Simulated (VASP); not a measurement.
# Pd (Fm-3m) in VASP: notebook

Runs on Pd. Level: PBE. Tasks: relaxation of cell and atoms.

Everything below comes from runs of VASP 6.6.1. Logs are shortened: lines on timing, memory, paths and dates and some standing lists are left out, and cuts for length are marked.

### Step 1. The crystal as given

The structure is cubic, space group Fm-3m (No. 225). Conventional cell: a = 3.893 Å, b = 3.893 Å, c = 3.893 Å, α = 90.00°, β = 90.00°, γ = 90.00°. Around Pd (site symmetry m-3m) lie 12 Pd at 2.75 Å.

### Step 2. Relaxation of cell and atoms, PBE

The input, INCAR:

```
SYSTEM = Pd
PREC = Accurate
ENCUT = 580
EDIFF = 1E-6
ISMEAR = -1
SIGMA = 0.05
LREAL = .False.
LASPH = .True.
NELM = 60
ALGO = Fast
ISIF = 3
LWAVE = .False.
LCHARG = .False.
GGA = PE
IBRION = 2
NSW = 60
EDIFFG = -0.005
```

The input, KPOINTS:

```
regular mesh
0
Gamma
  12 12 12
  0 0 0
```

The input, POSCAR:

```
Pd
1.0
    0.0000000000      1.9465000000      1.9465000000
    1.9465000000      0.0000000000      1.9465000000
    1.9465000000      1.9465000000      0.0000000000
Pd
1
Direct
    0.0000000000      0.0000000000      0.0000000000
```

Potentials or basis: VASP PAW PBE potentials, release 64 (Pd).

On the command line:

```sh
$ cat potpaw_PBE.64/Pd/POTCAR > POTCAR
$ mpirun -np 1 vasp_std > vasp.out
```

OUTCAR:

```text
SYSTEM = Pd
   PREC = Accurate
   ENCUT = 580
   EDIFF = 1E-6
   ISMEAR = -1
   LREAL = .False.
   LASPH = .True.
   NELM = 60
   ISIF = 3
   GGA = PE
   IBRION = 2
   NSW = 60
   EDIFFG = -0.005

 ion  position               nearest neighbor table
   1  0.000  0.000  0.000-

  LATTYP: Found a face centered cubic cell.
 ALAT       =     3.8930000000

  Lattice vectors:

 A1 = (   0.0000000000,   1.9465000000,   1.9465000000)
 A2 = (   1.9465000000,   0.0000000000,   1.9465000000)
 A3 = (   1.9465000000,   1.9465000000,   0.0000000000)

Analysis of symmetry for initial positions (statically):
=====================================================================
 Subroutine PRICEL returns:
 Original cell was already a primitive cell.

 Routine SETGRP: Setting up the symmetry group for a
 face centered cubic supercell.

 Subroutine GETGRP returns: Found 48 space group operations
 (whereof 48 operations were pure point group operations)
 out of a pool of 48 trial point group operations.

The static configuration has the point symmetry O_h .

Analysis of symmetry for dynamics (positions and initial velocities):
=====================================================================
 Subroutine PRICEL returns:
 Original cell was already a primitive cell.

 Routine SETGRP: Setting up the symmetry group for a
 face centered cubic supercell.

 Subroutine GETGRP returns: Found 48 space group operations
 (whereof 48 operations were pure point group operations)
 out of a pool of 48 trial point group operations.

The dynamic configuration has the point symmetry O_h .

 Subroutine INISYM returns: Found 48 space group operations
 (whereof 48 operations are pure point group operations),
 and found     1 'primitive' translations

----------------------------------------------------------------------------------------

                                     Primitive cell

  volume of cell :      14.7500

  direct lattice vectors                    reciprocal lattice vectors
     0.000000000  1.946500000  1.946500000    -0.256871307  0.256871307  0.256871307
     1.946500000  0.000000000  1.946500000     0.256871307 -0.256871307  0.256871307
     1.946500000  1.946500000  0.000000000     0.256871307  0.256871307 -0.256871307

  length of vectors
     2.752766699  2.752766699  2.752766699     0.444914156  0.444914156  0.444914156

  position of ions in fractional coordinates (direct lattice)
     0.000000000  0.000000000  0.000000000

  ion indices of the primitive-cell ions
   primitive index   ion index
                 1           1

----------------------------------------------------------------------------------------

 KPOINTS: regular mesh

Automatic generation of k-mesh.
 Grid dimensions read from file:
 generate k-points for:   12   12   12

 Generating k-lattice:

  Cartesian coordinates                     Fractional coordinates (reciprocal lattice)
    -0.021405942  0.021405942  0.021405942     0.083333333  0.000000000  0.000000000
     0.021405942 -0.021405942  0.021405942     0.000000000  0.083333333  0.000000000
     0.021405942  0.021405942 -0.021405942     0.000000000  0.000000000  0.083333333

  Length of vectors
     0.037076180  0.037076180  0.037076180

  Shift w.r.t. Gamma in fractional coordinates (k-lattice)
     0.000000000  0.000000000  0.000000000

 Subroutine IBZKPT returns following result:
 ===========================================

 Found     72 irreducible k-points:

 Following reciprocal coordinates:
            Coordinates               Weight
  0.000000  0.000000  0.000000      1.000000
  0.083333  0.000000  0.000000      8.000000
  0.166667  0.000000  0.000000      8.000000
  0.250000  0.000000  0.000000      8.000000
  0.333333  0.000000  0.000000      8.000000
  0.416667  0.000000  0.000000      8.000000
[... 16 lines left out ...]
  0.500000  0.166667  0.000000     24.000000
 -0.416667  0.166667  0.000000     24.000000
 [... further k-points ...]
   k-points           NKPTS =     72   k-points in BZ     NKDIM =     72   number of bands    NBANDS=      9
   number of dos      NEDOS =    301   number of ions     NIONS =      1
   total plane-waves  NPLWV =  13824
   dimension x,y,z NGX =    24 NGY =   24 NGZ =   24
   dimension x,y,z NGXF=    48 NGYF=   48 NGZF=   48
   ions per type =               1
   NGX,Y,Z   is equivalent  to a cutoff of  14.49, 14.49, 14.49 a.u.
   NGXF,Y,Z  is equivalent  to a cutoff of  28.99, 28.99, 28.99 a.u.
 SYSTEM =  Pd
   PREC   = accura    normal or accurate (medium, high low for compatibility)
   ISTART =      0    job   : 0-new  1-cont  2-samecut
   ICHARG =      2    charge: 1-file 2-atom 10-const
   ISPIN  =      1    spin polarized calculation?
   LNONCOLLINEAR =      F non collinear calculations
   LSORBIT =      F    spin-orbit coupling
   LASPH  =      T    aspherical Exc in radial PAW
   ENCUT  =  580.0 eV  42.63 Ry    6.53 a.u.   5.41  5.41  5.41*2*pi/ulx,y,z
   NELM   =     60;   NELMIN=  2; NELMDL= -5     # of ELM steps
   EDIFF  = 0.1E-05   stopping-criterion for ELM
   LREAL  =      F    real-space projection
   EDIFFG = -.5E-02   stopping-criterion for IOM
   NSW    =     60    number of steps for IOM
   IBRION =      2    ionic relax: 0-MD 1-quasi-New 2-CG
   NFREE  =      1    steps in history (QN), initial steepest desc. (CG)
   ISIF   =      3    stress and relaxation
   ISYM   =      2    0-nonsym 1-usesym 2-fastsym
   POTIM  = 0.5000    time-step for ionic-motion
   TEBEG  =    0.0;   TEEND  =   0.0 temperature during run
   PSTRESS=    0.0 pullay stress
   NELECT =      10.0000    total number of electrons
   NUPDOWN=      -1.0000    fix difference up-down
   EMIN   =  10.00;   EMAX   =-10.00  energy-range for DOS
   EFERMI =   0.00;   METHOD = LEGACY
   ISMEAR =    -1;   SIGMA  =   0.05  broadening in eV -4-tet -1-fermi 0-gaus
   EFERMI_NEDOS =   21; number of points for ismear=-14 and -15
   IALGO  =     68    algorithm
   IMIX   =      4    mixing-type and parameters
     AMIX     =   0.40;   BMIX     =  1.00
     AMIX_MAG =   1.60;   BMIX_MAG =  1.00
  volume/ion in A,a.u.               =      14.75        99.54
  Fermi-wavevector in a.u.,A,eV,Ry     =   1.438171  2.717748 28.141404  2.068335
  Thomas-Fermi vector in A             =   2.557167
   LORBIT       =      0    0 simple, 1 ext, 2 COOP (PROOUT), +10 PAW based schemes
   GGA     = PE    functional components
   LHFCALC =     F    Hartree Fock is set to
   AEXX    =    0.0000 exact exchange contribution
   IVDW    =     0    specifies the selected vdW correction
   LEPSILON=     F    determine dielectric tensor
   LRPA    =     F    only Hartree local field effects (RPA)
 conjugate gradient relaxation of ions
 non-spin polarized calculation
 RMM-DIIS sequential band-by-band and
  energy-cutoff  :      580.00
  volume of cell :       14.75
 maximum number of plane-waves:       487
 NGX is ok and might be reduce to    24
   NGX = 11   NGY = 11   NGZ = 11

--------------------------------------- Ionic step        1  -------------------------------------------

 number of electron      10.0000000 magnetization

 number of electron       9.9999999 magnetization

 Free energy of the ion-electron system (eV)
  ---------------------------------------------------
  ext. energy  EPLUGINS =         0.00000000
  ---------------------------------------------------
  free energy    TOTEN  =        -5.21971964 eV

  energy without entropy =       -5.20009890  energy(sigma->0) =       -5.20990927

------------------------ aborting loop because EDIFF is reached ----------------------------------------

  FORCE on cell =-STRESS in cart. coord.  units (eV):
  Direction    XX          YY          ZZ          XY          YZ          ZX
  --------------------------------------------------------------------------------------
  -------------------------------------------------------------------------------------
  Total        0.6223533      0.6223533      0.6223533     -0.0000000     -0.0000000      0.0000000
  in kB       67.6011918     67.6011918     67.6011918     -0.0000000     -0.0000000      0.0000000
  external PRESSURE =      67.6011918 kB  Pullay stress =       0.0000000 kB
[... 86 lines left out ...]
  FREE ENERGIE OF THE ION-ELECTRON SYSTEM (eV)
  ---------------------------------------------------
  free  energy   TOTEN  =        -5.2301068726 eV

  energy  without entropy=       -5.2097164308  energy(sigma->0) =       -5.21991165

[... ionic steps 4 to 11 ...]

--------------------------------------- Ionic step       12  -------------------------------------------

 number of electron      10.0000000 magnetization

------------------------ aborting loop because EDIFF is reached ----------------------------------------

  FORCE on cell =-STRESS in cart. coord.  units (eV):
  Direction    XX          YY          ZZ          XY          YZ          ZX
  --------------------------------------------------------------------------------------
  -------------------------------------------------------------------------------------
  Total        0.0059672      0.0059672      0.0059672     -0.0000000      0.0000000     -0.0000000
  in kB        0.6258949      0.6258949      0.6258949     -0.0000000      0.0000000     -0.0000000
  external PRESSURE =       0.6258949 kB  Pullay stress =       0.0000000 kB
[... 55 lines left out ...]
  energy  without entropy=       -5.2097311597  energy(sigma->0) =       -5.21991928

--------------------------------------- Ionic step       14  -------------------------------------------

 number of electron      10.0000000 magnetization

 Free energy of the ion-electron system (eV)
  ---------------------------------------------------
  ext. energy  EPLUGINS =         0.00000000
  ---------------------------------------------------
  free energy    TOTEN  =        -5.23010766 eV

  energy without entropy =       -5.20973022  energy(sigma->0) =       -5.21991894

 E-fermi :   9.1716     XC(G=0): -12.9687

 val. band max:        9.1712457388   @ k =  -0.3333   0.4167   0.0833
 cond. band min:       9.1718644864   @ k =   0.5000   0.4167   0.0833
 fundamental gap:      0.0006187477
 Fermi energy:         9.1716388091

 k-point     1 :       0.0000    0.0000    0.0000
  band No.  band energies     occupation
      1       2.3310      2.00000
      2       6.5094      2.00000
      3       6.5094      2.00000
      4       6.5094      2.00000
      5       8.0299      2.00000
      6       8.0299      2.00000
      7      26.3721      0.00000
      8      30.9510      0.00000
      9      30.9510      0.00000
[... 265 lines left out ...]
 k-point    24 :      -0.4167    0.1667    0.0000
  band No.  band energies     occupation
      1       4.7532      2.00000
      2       6.0678      2.00000
      3       6.9765      2.00000
      4       7.3839      2.00000
      5       8.9514      1.97586
      6      12.7513      0.00000
      7      16.5359      0.00000
      8      24.7852      0.00000
      9      27.8376      0.00000

 [... further k-points ...]

------------------------ aborting loop because EDIFF is reached ----------------------------------------

  FORCE on cell =-STRESS in cart. coord.  units (eV):
  Direction    XX          YY          ZZ          XY          YZ          ZX
  --------------------------------------------------------------------------------------
  -------------------------------------------------------------------------------------
  Total        0.0047233      0.0047233      0.0047233     -0.0000000      0.0000000      0.0000000
  in kB        0.4953880      0.4953880      0.4953880     -0.0000000      0.0000000      0.0000000
  external PRESSURE =       0.4953880 kB  Pullay stress =       0.0000000 kB
[... 16 lines left out ...]
  FREE ENERGIE OF THE ION-ELECTRON SYSTEM (eV)
  ---------------------------------------------------
  free  energy   TOTEN  =        -5.2301076562 eV

  energy  without entropy=       -5.2097302202  energy(sigma->0) =       -5.21991894

 reached required accuracy - stopping structural energy minimisation
```

Run time: 29 s. Hardware: 1 thread of Intel Xeon Platinum 8375C at 2.90GHz (Ice Lake), shared host; peak memory 0.16 GiB.

Results:

| Item | Value |
| --- | --- |
| Free energy | -5.2301 eV |
| Relaxed volume | 15.28 Å³/atom |
| Relaxed cell | a = 2.785 Å, b = 2.785 Å, c = 2.785 Å, α = 60.00°, β = 60.00°, γ = 60.00° |
| Space group after relaxing (to 0.05 Å) | Fm-3m (No. 225) |
| Energy gained by relaxing | 10.4 meV/atom |
| Ionic steps | 14 |
| Pressure after relaxing | 0.0 GPa |
| Band gap on the k mesh | none (metal or under the smearing width) |

The path:
| step | energy change (eV) | largest force (eV/Å) | pressure (GPa) | volume (Å³) |
| --- | --- | --- | --- | --- |
| 1 | 0.0000 | 0.0000 | 6.76 | 14.75 |
| 2 | 0.0112 | 0.0000 | -7.79 | 16.12 |
| 3 | -0.0104 | 0.0000 | -0.06 | 15.28 |
| 4 | -0.0104 | 0.0000 | 0.08 | 15.27 |
| 5 | -0.0104 | 0.0000 | 0.07 | 15.27 |
| 6 | -0.0104 | 0.0000 | 0.07 | 15.27 |
| 7 | -0.0104 | 0.0000 | 0.06 | 15.27 |
| 8 | -0.0104 | 0.0000 | 0.06 | 15.27 |
| 9 | -0.0104 | 0.0000 | 0.06 | 15.27 |
| 10 | -0.0104 | 0.0000 | 0.07 | 15.27 |
| 11 | -0.0104 | 0.0000 | 0.07 | 15.27 |
| 12 | -0.0104 | 0.0000 | 0.06 | 15.27 |
| 13 | -0.0104 | 0.0000 | 0.06 | 15.28 |
| 14 | -0.0104 | 0.0000 | 0.05 | 15.28 |

Final structure:
```xyz
1
Lattice="0.0000 1.9694 1.9694 1.9694 0.0000 1.9694 1.9694 1.9694 0.0000" Properties=species:S:1:pos:R:3 pbc="T T T"
Pd    0.0000    0.0000    0.0000
```

### Step 3. Relaxation of cell and atoms, PBE

The input, INCAR:

```
SYSTEM = Pd
PREC = Accurate ; ENCUT = 600
EDIFF = 1E-6 ; ISMEAR = -1
SIGMA = 0.05 ; LREAL = .False.
LASPH = .True. ; NELM = 80
ALGO = Normal ; ISIF = 3
LWAVE = .False. ; LCHARG = .False.
GGA = PE ; IBRION = 2
NSW = 40 ; EDIFFG = -0.01
```

KPOINTS is that of step 2.

POSCAR is that of step 2.

Potentials or basis: VASP PAW PBE potentials, release 64 (Pd).

On the command line:

```sh
$ cat potpaw_PBE.64/Pd/POTCAR > POTCAR
$ mpirun -np 1 vasp_std > vasp.out
```

It took 14 s on 1 thread of Intel Xeon Platinum 8375C at 2.90GHz (Ice Lake), shared host; peak memory 0.16 GiB.

It converged, with:

```
Free energy                            : -5.2302 eV
Relaxed volume                         : 15.29 Å³/atom
Relaxed cell                           : a = 2.786 Å, b = 2.786 Å, c = 2.786 Å, α = 60.00°, β = 60.00°, γ = 60.00°
Space group after relaxing (to 0.05 Å) : Fm-3m (No. 225)
Energy gained by relaxing              : 10.4 meV/atom
Ionic steps                            : 3
Pressure after relaxing                : -0.1 GPa
Band gap on the k mesh                 : none (metal or under the smearing width)
```

Step by step:
```
step  energy change (eV)  largest force (eV/Å)  pressure (GPa)  volume (Å³)
   1              0.0000                0.0000            6.57        14.75
   2              0.0093                0.0000           -7.49        16.08
   3             -0.0104                0.0000           -0.05        15.29
```

Final structure:
```yaml
crystal:
  lattice:
    - [0.00000, 1.96981, 1.96981]
    - [1.96981, 0.00000, 1.96981]
    - [1.96981, 1.96981, 0.00000]
  atoms:
    - { symbol: Pd, position: [0.00000, 0.00000, 0.00000] }
```

Levels at points of the mesh, in eV from the Fermi level:
```tsv
k point	band 1	band 2	band 3	band 4	band 5	band 6	band 7	band 8	band 9
(0.00, 0.00, 0.00)	-6.84	-2.66	-2.66	-2.66	-1.14	-1.14	17.20	21.77	21.77
(0.50, 0.00, 0.00)	-5.00	-2.70	-2.70	-0.01	-0.01	1.12	7.07	16.55	20.78
(0.50, 0.50, 0.00)	-5.07	-4.80	-0.04	0.29	0.29	3.38	10.43	13.04	13.04
```

### Step 4. For comparison

An earlier run on the cell as given: functional PBEsol; potentials or basis VASP PAW PBE potentials, release 64 (Pd); cutoff 520 eV; k mesh 12 × 12 × 12; occupations fermi-dirac, width 0.05 eV; no spin polarisation.

- Pressure: -3.2 GPa
- Band gap on the k mesh: none (metal or under the smearing width)

### Step 5. Overview

| task | level | cell | cutoff (eV) | ladder | gap on the mesh (eV) | pressure (GPa) | relaxed volume (Å³/atom) |
| --- | --- | --- | --- | --- | --- | --- | --- |
| relaxation of cell and atoms | PBE | relaxed | 580 | - | none | 0.0 | 15.28 |
| relaxation of cell and atoms | PBE | relaxed | 600 | - | none | -0.1 | 15.29 |
| single point | PBEsol | as given | 520 | free | none | -3.2 | - |

Alike in all rows: potentials or basis VASP PAW PBE potentials, release 64 (Pd); no spin polarisation; k mesh 12 × 12 × 12; smearing fermi-dirac 0.05 eV.

Caveats: the PAW data sets were made with another functional, which shifts forces and pressure a little (some runs).

Absolute energies hang on the potentials; compare differences alone.
